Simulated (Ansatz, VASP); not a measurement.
# Ti32O63 (V_O hop (2.7 A)): VASP beside Ansatz, part 2 of 2

Wanted: the spread between two codes on one cell, functional and k mesh. The structure shown is the start of the Ansatz relaxation below; VASP solves that cell, so the two are compared at the walk's first step.

VASP 6.6.1 and Ansatz 0.2.0.

So far: The starting structure; Ansatz: relaxation, PBEsol; VASP: single point, PBEsol, start cell, pair 1; Differences.

**5. Ansatz: relaxation, PBEsol**

Level of this step: Ansatz beside VASP: Kohn-Sham DFT, plane waves, PBEsol (Ansatz).

The two programs are compared at the cell with which this relaxation starts, whose forces are those of its first step.

The structure compared here is the start of the Ansatz relaxation; VASP solves that cell, so the two are compared at the walk's first step.

input.yaml

```yaml
crystal:
  lattice:
    - [9.07556403, 0.0, 0.0]
    - [0.0, 10.98982655, 0.0]
    - [0.0, 0.0, 9.75788854]
  atoms:
    - { symbol: Ti, position: [0.25, 0.33756261, 0.375] }
    - { symbol: Ti, position: [0.0, 0.41243739, 0.125] }
[... 2 atom lines left out ...]
    - { symbol: O, position: [0.36421686, 0.30910843, 0.04060294] }
    - { symbol: O, position: [0.11421686, 0.44089157, 0.45939706] }
[... 2 atom lines left out ...]
    - { symbol: O, position: [0.36421686, 0.19089157, 0.29060294] }
[... 3 atom lines left out ...]
    - { symbol: Ti, position: [0.25, 0.33756261, 0.875] }
[... 1 atom line left out ...]
    - { symbol: Ti, position: [0.25, 0.16243739, 0.625] }
[... 1 atom line left out ...]
    - { symbol: O, position: [0.36421686, 0.30910843, 0.54060295] }
[... 3 atom lines left out ...]
    - { symbol: O, position: [0.36421686, 0.19089157, 0.79060294] }
    - { symbol: O, position: [0.11421686, 0.05910843, 0.70939706] }
[... 2 atom lines left out ...]
    - { symbol: Ti, position: [0.25, 0.83756261, 0.375] }
[... 2 atom lines left out ...]
    - { symbol: Ti, position: [0.0, 0.58756261, 0.375] }
    - { symbol: O, position: [0.36421686, 0.80910843, 0.04060294] }
    - { symbol: O, position: [0.11421686, 0.94089157, 0.45939706] }
    - { symbol: O, position: [0.38578314, 0.94089157, 0.29060294] }
    - { symbol: O, position: [0.13578314, 0.80910843, 0.20939706] }
[... 1 atom line left out ...]
    - { symbol: O, position: [0.11421686, 0.55910843, 0.20939706] }
    - { symbol: O, position: [0.38578314, 0.55910843, 0.04060294] }
[... 5 atom lines left out ...]
    - { symbol: O, position: [0.36421686, 0.80910843, 0.54060295] }
[... 1 atom line left out ...]
    - { symbol: O, position: [0.38578314, 0.94089157, 0.79060294] }
    - { symbol: O, position: [0.13578314, 0.80910843, 0.70939706] }
    - { symbol: O, position: [0.36421686, 0.69089157, 0.79060294] }
[... 7 atom lines left out ...]
    - { symbol: O, position: [0.61421686, 0.44089157, 0.45939706] }
[... 1 atom line left out ...]
    - { symbol: O, position: [0.63578314, 0.30910843, 0.20939706] }
    - { symbol: O, position: [0.86421686, 0.19089157, 0.29060294] }
    - { symbol: O, position: [0.61421686, 0.05910843, 0.20939706] }
[... 1 atom line left out ...]
    - { symbol: O, position: [0.63578314, 0.19089157, 0.45939706] }
    - { symbol: Ti, position: [0.75, 0.33756261, 0.875] }
    - { symbol: Ti, position: [0.5, 0.41243739, 0.625] }
    - { symbol: Ti, position: [0.75, 0.16243739, 0.625] }
[... 2 atom lines left out ...]
    - { symbol: O, position: [0.61421686, 0.44089157, 0.95939706] }
[... 5 atom lines left out ...]
    - { symbol: O, position: [0.63578314, 0.19089157, 0.95939706] }
    - { symbol: Ti, position: [0.75, 0.83756261, 0.375] }
    - { symbol: Ti, position: [0.5, 0.91243739, 0.125] }
    - { symbol: Ti, position: [0.75, 0.66243739, 0.125] }
    - { symbol: Ti, position: [0.5, 0.58756261, 0.375] }
[... 5 atom lines left out ...]
    - { symbol: O, position: [0.61421686, 0.55910843, 0.20939706] }
[... 2 atom lines left out ...]
    - { symbol: Ti, position: [0.75, 0.83756261, 0.875] }
    - { symbol: Ti, position: [0.5, 0.91243739, 0.625] }
[... 1 atom line left out ...]
    - { symbol: Ti, position: [0.5, 0.58756261, 0.875] }
    - { symbol: O, position: [0.86421686, 0.80910843, 0.54060295] }
[... 2 atom lines left out ...]
    - { symbol: O, position: [0.63578314, 0.80910843, 0.70939706] }
    - { symbol: O, position: [0.86421686, 0.69089157, 0.79060294] }
    - { symbol: O, position: [0.61421686, 0.55910843, 0.70939706] }
    - { symbol: O, position: [0.88578314, 0.55910843, 0.54060295] }
    - { symbol: O, position: [0.63578314, 0.69089157, 0.95939706] }
total_charge: 2
basis:
  ecutwfc: 420
  xc_grid: 2
hamiltonian:
  xc: pbesol
kpoints:
  mp_grid: { grid: [1, 1, 1], shift: [0.25, 0.25, 0.25] }
scf:
  occupations: { method: fixed }
  max_iter: 150
output:
  forces: true
relax:
  f_tol: 0.02
  max_steps: 70
  random_displacement: { amplitude: 0.03, seed: 1662 }
```

Started as:

```bash
ansatz run input.yaml --threads 32 --pin off --max-ram 84787MiB --backend cuda --events-out ev --progress --plain --runs-dir out --max-vram 78GiB
```

Numbers of over 12 decimals in the logs are rounded to 6 here.

Log:

```text
[...]
Crystal: 95 atoms, lattice volume = 973.241 Å³
Basis set: ecut = 420 eV, 19047 PW (Γ), exchange–correlation on 128×150×144 points (8 copies of the dense FFT grid, shifted against one another)
Bands: 475, of which v1, the nominal top of the filled ones, is band 380 counted from 1 (379 counted from 0)
Symmetry: 1 space group operations
k-points: 1
[...]
- { symbol: Ti, position: [0.759127, 0.336017, 0.882443] }
[...]
- { symbol: Ti, position: [0.746680, 0.837756, 0.869799] }
    - { symbol: Ti, position: [0.497638, 0.912010, 0.624362] }
    - { symbol: Ti, position: [0.747738, 0.660713, 0.623530] }
    - { symbol: Ti, position: [0.496795, 0.587795, 0.873312] }
[...]
- { symbol: O, position: [0.861072, 0.688374, 0.788939] }
    - { symbol: O, position: [0.601475, 0.557240, 0.698951] }
    - { symbol: O, position: [0.884338, 0.558116, 0.540044] }
    - { symbol: O, position: [0.635557, 0.689480, 0.956297] }
[key lines of the parts left out:]
SCF converged after 2 iterations
```

**6. VASP: single point, PBEsol, start cell, pair 2**

The same cell, functional and mesh now go to VASP, with its own data sets.

INCAR

```
SYSTEM = Ti32O63
PREC = Accurate
ENCUT = 520
EDIFF = 1E-06
NELM = 120
ISMEAR = 0
SIGMA = 0.01
LREAL = Auto
ALGO = Normal
GGA = PS
NELECT = 760
NBANDS = 448
LASPH = .TRUE.
LORBIT = 11
LWAVE = .FALSE.
LCHARG = .FALSE.
ISIF = 2
ISYM = 0
GGA_COMPAT = .FALSE.
EFERMI = MIDGAP
NCORE = 2
```

POSCAR

```
Ti32O63
1.0
    9.0755640306      0.0000000000      0.0000000000
    0.0000000000     10.9898265487      0.0000000000
    0.0000000000      0.0000000000      9.7578885424
Ti O
32 63
Direct
    0.2528671488      0.3366210544      0.3761029842
    0.0012820140      0.4140498469      0.1228246249
[... 2 atom lines left out ...]
    0.2531794159      0.3380929611      0.8755924976
    0.0015637596      0.4110852869      0.6227599315
[... 2 atom lines left out ...]
    0.2497921884      0.8377391544      0.3780619121
[... 3 atom lines left out ...]
    0.2513649832      0.8399751315      0.8756766346
[... 1 atom line left out ...]
    0.2516768095      0.6600848492      0.6249948412
[... 1 atom line left out ...]
    0.7506528495      0.3361715477      0.3724252418
[... 3 atom lines left out ...]
    0.7525108056      0.3381486490      0.8768876548
    0.4971446386      0.4116623661      0.6262795454
[... 2 atom lines left out ...]
    0.7522477917      0.8367513317      0.3770607733
[... 2 atom lines left out ...]
    0.4994345238      0.5881864442      0.3779465182
    0.7520519912      0.8359146488      0.8734622212
    0.5021899449      0.9106418519      0.6261019455
    0.7482470486      0.6637264899      0.6228352551
    0.4998601723      0.5850319813      0.8761453836
[... 1 atom line left out ...]
    0.1164242791      0.4413426343      0.4571657055
    0.3847612102      0.4392818193      0.2883090935
[... 5 atom lines left out ...]
    0.3668452990      0.3088720268      0.5424481923
[... 1 atom line left out ...]
    0.3889239267      0.4401563554      0.7910857935
    0.1374783976      0.3090939593      0.7120363150
    0.3673130385      0.1909492375      0.7916779298
[... 7 atom lines left out ...]
    0.3673809131      0.6907972538      0.2897191321
[... 1 atom line left out ...]
    0.3855321816      0.5563912199      0.0407829008
    0.1375918891      0.6916173760      0.4569570538
    0.3656267521      0.8077668888      0.5429374374
[... 1 atom line left out ...]
    0.3870635465      0.9398879003      0.7932022349
    0.1350472539      0.8065650500      0.7085146515
    0.3632165438      0.6904308240      0.7934869277
    0.1159498183      0.5567838558      0.7093954773
[... 2 atom lines left out ...]
    0.6144337676      0.4428317388      0.4615503631
[... 5 atom lines left out ...]
    0.6327426021      0.1907144749      0.4605866300
    0.8653679235      0.3115349441      0.5415181755
    0.6149339018      0.4406021313      0.9623805354
    0.8854181374      0.4427883351      0.7927878010
    0.6367087468      0.3070739092      0.7075367760
[... 5 atom lines left out ...]
    0.6148362770      0.9406429623      0.4624040314
[... 2 atom lines left out ...]
    0.8654967310      0.6887362568      0.2920667712
    0.6129533086      0.5596583324      0.2121696708
[... 1 atom line left out ...]
    0.6365230834      0.6908733242      0.4623933734
    0.8657301049      0.8095708299      0.5379196511
[... 2 atom lines left out ...]
    0.6376292405      0.8071593269      0.7080988853
    0.8635635178      0.6923855410      0.7931033406
    0.6131826056      0.5572538359      0.7114377224
    0.8839468239      0.5601536997      0.5428721569
    0.6333754002      0.6891424507      0.9601432686
```

KPOINTS

```
Points of the shifted mesh
1
Reciprocal
 0.2500000000  0.2500000000  0.2500000000 1
```

The projector-augmented-wave data sets are Ti_sv and O (PBE family, release 64).

Started as:

```bash
mpirun -np 8 vasp_std
```

Log:

```text
[banner, memory and clock lines left out]
running    8 mpi-ranks, on    1 nodes
[...]
[... a notice as in an earlier step ...]

 LDA part: xc-table for (Slater+PW92), standard interpolation
 POSCAR, INCAR and KPOINTS ok, starting setup
[...]
entering main loop
       N       E                     dE             d eps       ncg     rms          rms(c)
DAV:   1     0.132800196959E+05    0.13280E+05   -0.36241E+05   896   0.204E+03
DAV:   2     0.211771942038E+04   -0.11162E+05   -0.10711E+05   896   0.658E+02
DAV:   3    -0.822035191777E+03   -0.29398E+04   -0.28312E+04  1080   0.286E+02
DAV:   4    -0.113570616577E+04   -0.31367E+03   -0.31239E+03  1208   0.994E+01
DAV:   5    -0.116162705686E+04   -0.25921E+02   -0.25908E+02  1424   0.240E+01BRMIX: very serious problems
 the old and the new charge density differ
 old charge density:   762.00000 new  760.00001
    0.127E+02
DAV:   6    -0.906282526233E+03    0.25534E+03   -0.17390E+03  1248   0.105E+02    0.510E+01
DAV:   7    -0.902884539294E+03    0.33980E+01   -0.30606E+02  1272   0.345E+01    0.306E+01
DAV:   8    -0.901582278613E+03    0.13023E+01   -0.63159E+01  1352   0.200E+01    0.188E+01
DAV:   9    -0.899572235643E+03    0.20100E+01   -0.30112E+01  1288   0.130E+01    0.880E+00
[...]
DAV:  18    -0.899004255720E+03    0.22809E-04   -0.12401E-04  1304   0.268E-02    0.195E-02
DAV:  19    -0.899004256881E+03   -0.11610E-05   -0.25319E-05  1256   0.128E-02    0.935E-03
DAV:  20    -0.899004257806E+03   -0.92491E-06   -0.65209E-06  1024   0.746E-03
   1 F= -.89900426E+03 E0= -.89900426E+03  d E =0.000000E+00
```

Parts of OUTCAR (step 6):

```text
  FREE ENERGIE OF THE ION-ELECTRON SYSTEM (eV)
  ---------------------------------------------------
  free  energy   TOTEN  =      -899.0042578058 eV

  energy  without entropy=     -899.0042578058  energy(sigma->0) =     -899.00425781
```

The run ends at a pressure of -3.28 GPa, with forces up to 5.0 eV/Å.

**7. Comparison**

Forces on 7 of the 95 atoms, those with the largest forces and the largest differences (eV/Å; atoms numbered as in POSCAR):

```
atom          Ansatz x, y, z            VASP x, y, z
 Ti1  -0.706, -0.787, -1.219  -0.706, -0.831, -1.211
Ti15    -2.981, 2.616, 2.339    -2.941, 2.591, 2.294
Ti22    3.587, -3.029, 1.935    3.599, -2.964, 1.930
Ti28   2.556, -0.390, -4.003   2.518, -0.434, -3.950
 O65    -1.579, 1.019, 0.504    -1.573, 1.032, 0.497
 O75   -1.217, 1.100, -0.530   -1.206, 1.074, -0.531
 O85    -0.946, 0.237, 1.508    -0.957, 0.208, 1.506
```

The forces differ by 22 meV/Å r.m.s., which is 3.1 % of the r.m.s. force of 0.697 eV/Å (both taken over all components). The cell carries a charge of +2 e against a uniform background, so its pressure also hangs on how the neutralising background is counted, and in a defect's cell a gap may be the spacing between its levels.

**8. Ansatz: relaxation, PBEsol**

The two programs are compared at the cell with which this relaxation starts, whose forces are those of its first step.

The structure compared here is the start of the Ansatz relaxation; VASP solves that cell, so the two are compared at the walk's first step.

input.yaml: that of step 5 with these lines changed.

```diff
@@ -50,3 +50,4 @@
     - { symbol: Ti, position: [0.75, 0.16243739, 0.625] }
-[... 2 atom lines left out ...]
+    - { symbol: Ti, position: [0.5, 0.08756261, 0.875] }
+[... 1 atom line left out ...]
     - { symbol: O, position: [0.61421686, 0.44089157, 0.95939706] }
@@ -60,4 +61,3 @@
     - { symbol: O, position: [0.61421686, 0.55910843, 0.20939706] }
-[... 2 atom lines left out ...]
-    - { symbol: Ti, position: [0.75, 0.83756261, 0.875] }
+[... 3 atom lines left out ...]
     - { symbol: Ti, position: [0.5, 0.91243739, 0.625] }
@@ -72,3 +72,2 @@
     - { symbol: O, position: [0.63578314, 0.69089157, 0.95939706] }
-total_charge: 2
 basis:
@@ -88,2 +87,2 @@
   max_steps: 70
-  random_displacement: { amplitude: 0.03, seed: 1662 }
+  random_displacement: { amplitude: 0.03, seed: 1663 }
```

Started as:

```bash
ansatz run input.yaml --threads 32 --pin off --max-ram 84787MiB --backend cuda --events-out ev --progress --plain --runs-dir out --max-vram 78GiB
```

Log:

```text
[...]
Crystal: 95 atoms, lattice volume = 973.241 Å³
Basis set: ecut = 420 eV, 19047 PW (Γ), exchange–correlation on 128×150×144 points (8 copies of the dense FFT grid, shifted against one another)
Bands: 476, of which v1, the nominal top of the filled ones, is band 381 counted from 1 (380 counted from 0)
Symmetry: 1 space group operations
k-points: 1
[...]
- { symbol: Ti, position: [0.758824, 0.334932, 0.881465] }
[...]
- { symbol: Ti, position: [0.746624, 0.836018, 0.871722] }
    - { symbol: Ti, position: [0.498494, 0.912848, 0.624346] }
    - { symbol: Ti, position: [0.747514, 0.663129, 0.622132] }
    - { symbol: Ti, position: [0.498586, 0.588011, 0.872776] }
[...]
- { symbol: O, position: [0.859687, 0.687484, 0.790003] }
    - { symbol: O, position: [0.600216, 0.557945, 0.697198] }
    - { symbol: O, position: [0.883894, 0.557902, 0.540560] }
    - { symbol: O, position: [0.633190, 0.690791, 0.957089] }
[key lines of the parts left out:]
SCF converged after 11 iterations
```

**9. VASP: single point, PBEsol, start cell, pair 3**

The same cell, functional and mesh now go to VASP, with its own data sets.

INCAR: that of step 6 with these lines changed.

```diff
@@ -10,3 +10,2 @@
 GGA = PS
-NELECT = 760
 NBANDS = 448
@@ -19,3 +18,2 @@
 GGA_COMPAT = .FALSE.
-EFERMI = MIDGAP
 NCORE = 2
```

POSCAR

```
Ti32O63
1.0
    9.0755640306      0.0000000000      0.0000000000
    0.0000000000     10.9898265487      0.0000000000
    0.0000000000      0.0000000000      9.7578885424
Ti O
32 63
Direct
    0.2470624407      0.3364958476      0.3757377412
    0.0014269086      0.4120284319      0.1222652826
[... 2 atom lines left out ...]
    0.2496036602      0.3393747830      0.8727304030
    0.0028937044      0.4125726625      0.6264783589
[... 2 atom lines left out ...]
    0.2473185129      0.8365585170      0.3763976176
[... 3 atom lines left out ...]
    0.2507051895      0.8401244514      0.8741650371
[... 1 atom line left out ...]
    0.2470670685      0.6636855430      0.6248128346
[... 1 atom line left out ...]
    0.7508746539      0.3397837066      0.3765915120
[... 3 atom lines left out ...]
    0.7474336556      0.3392775112      0.8751563377
    0.5022625574      0.4141475737      0.6261464223
[... 2 atom lines left out ...]
    0.7492204316      0.8402101670      0.3751872123
[... 2 atom lines left out ...]
    0.4989286599      0.5863079796      0.3775421275
    0.7522498852      0.8358272043      0.8761193534
    0.4991402170      0.9122102115      0.6279575723
    0.7493016387      0.6610165290      0.6275435483
    0.5003263692      0.5895574394      0.8729233751
[... 1 atom line left out ...]
    0.1155248309      0.4425389226      0.4572686991
    0.3869003610      0.4432534925      0.2894643639
[... 5 atom lines left out ...]
    0.3660103095      0.3089652949      0.5431805228
[... 1 atom line left out ...]
    0.3871457452      0.4399559883      0.7931982382
    0.1327509779      0.3091581095      0.7081740040
    0.3662725522      0.1888285489      0.7912336738
[... 7 atom lines left out ...]
    0.3630269137      0.6932658096      0.2916406544
[... 1 atom line left out ...]
    0.3870655298      0.5568145205      0.0417670276
    0.1332371185      0.6922585144      0.4581827288
    0.3628239511      0.8115545737      0.5401741347
[... 1 atom line left out ...]
    0.3866245655      0.9397380345      0.7879286555
    0.1385794862      0.8076546942      0.7094815615
    0.3636123318      0.6884011287      0.7917293753
    0.1139147932      0.5565515500      0.7083576503
    0.1381159337      0.6911853400      0.9615500279
[... 1 atom line left out ...]
    0.6138687338      0.4403500800      0.4564011959
[... 5 atom lines left out ...]
    0.6326337383      0.1903309384      0.4600850871
    0.8621166655      0.3104101766      0.5387355038
    0.6119843330      0.4390147541      0.9585768437
    0.8855715163      0.4417163436      0.7935271003
    0.6371187488      0.3115955456      0.7091464480
[... 5 atom lines left out ...]
    0.6130492806      0.9405860915      0.4622526667
[... 3 atom lines left out ...]
    0.6112895002      0.5580884259      0.2085488055
[... 1 atom line left out ...]
    0.6389092711      0.6916227446      0.4599632370
    0.8623761536      0.8073724331      0.5389601426
[... 2 atom lines left out ...]
    0.6386820676      0.8090092196      0.7079239499
    0.8630814541      0.6883278791      0.7906108956
    0.6169645194      0.5598455965      0.7108910877
    0.8833565576      0.5605503392      0.5419149826
    0.6368988176      0.6906346489      0.9622766195
```

KPOINTS is that of step 6.

Started as:

```bash
mpirun -np 8 vasp_std
```

Log:

```text
[... set-up lines as in an earlier step ...]
 entering main loop
       N       E                     dE             d eps       ncg     rms          rms(c)
DAV:   1     0.133417948532E+05    0.13342E+05   -0.36362E+05   896   0.205E+03
DAV:   2     0.214509564392E+04   -0.11197E+05   -0.10752E+05   896   0.660E+02
DAV:   3    -0.799241833180E+03   -0.29443E+04   -0.28383E+04  1072   0.286E+02
DAV:   4    -0.111883757867E+04   -0.31960E+03   -0.31822E+03  1224   0.101E+02
[...]
DAV:  19    -0.886561540861E+03    0.41810E-05   -0.86166E-05  1328   0.227E-02    0.973E-03
DAV:  20    -0.886561540678E+03    0.18289E-06   -0.10429E-05  1184   0.878E-03    0.552E-03
DAV:  21    -0.886561540508E+03    0.17026E-06   -0.24090E-06   696   0.538E-03
   1 F= -.88656154E+03 E0= -.88656154E+03  d E =-.114475E-56
```

Parts of OUTCAR (step 9):

```text
  FREE ENERGIE OF THE ION-ELECTRON SYSTEM (eV)
  ---------------------------------------------------
  free  energy   TOTEN  =      -886.5615405079 eV

  energy  without entropy=     -886.5615405079  energy(sigma->0) =     -886.56154051
```

The run ends at a pressure of 0.80 GPa, with forces up to 1.5 eV/Å.

**10. Differences**

Forces on 9 of the 95 atoms, those with the largest forces and the largest differences (eV/Å; atoms numbered as in POSCAR):

| atom | Ansatz x, y, z | VASP x, y, z |
| --- | --- | --- |
| Ti1 | 1.000, 0.316, -0.313 | 1.023, 0.283, -0.317 |
| Ti9 | 1.018, 0.489, -0.953 | 1.021, 0.463, -0.958 |
| Ti18 | 0.343, -0.015, 1.182 | 0.352, 0.009, 1.198 |
| Ti22 | -0.081, -0.778, -0.324 | -0.092, -0.730, -0.339 |
| Ti24 | 0.961, -0.307, 0.526 | 0.979, -0.354, 0.555 |
| Ti28 | 0.522, 0.681, -1.344 | 0.501, 0.660, -1.306 |
| Ti31 | 0.264, 0.778, -0.909 | 0.266, 0.820, -0.923 |
| O45 | -0.450, 0.498, -0.261 | -0.479, 0.544, -0.274 |
| O65 | -0.783, 0.602, 0.750 | -0.806, 0.632, 0.758 |

The forces differ by 20 meV/Å r.m.s., which is 4.7 % of the r.m.s. force of 0.423 eV/Å (both taken over all components).

**11. Summary of results**

```
r.m.s. force difference (single point, PBEsol, start cell, pair 1) : 3.1 % of the r.m.s. force
r.m.s. force difference (single point, PBEsol, start cell, pair 2) : 3.1 % of the r.m.s. force
r.m.s. force difference (single point, PBEsol, start cell, pair 3) : 4.7 % of the r.m.s. force
```

What this shows: The r.m.s. force difference is 4.7 % of the r.m.s. force (single point, PBEsol, start cell, pair 3), beyond the 3 % picked in this series as the mark of a large difference. What causes the difference of the single point, PBEsol, start cell, pair 1 pair stays open here. What causes the difference of the single point, PBEsol, start cell, pair 2 pair stays open here. What causes the difference of the single point, PBEsol, start cell, pair 3 pair stays open here. 3 further runs of this series are not shown here. How closely two codes agree says nothing of how well the functional describes the real material.

[Lines on the potential files, build, host, timing and source positions are cut from VASP's logs without a mark.]

[Logs are printed without paths, hosts, clocks, repeated set-up lines and the standing remarks that a program may print on its own settings, such as how far it seeks lower states.]

[Hosts, paths, dates, database ids (printed as entryN), source tags and the programs' standing remarks are cut or masked in the printed files.]
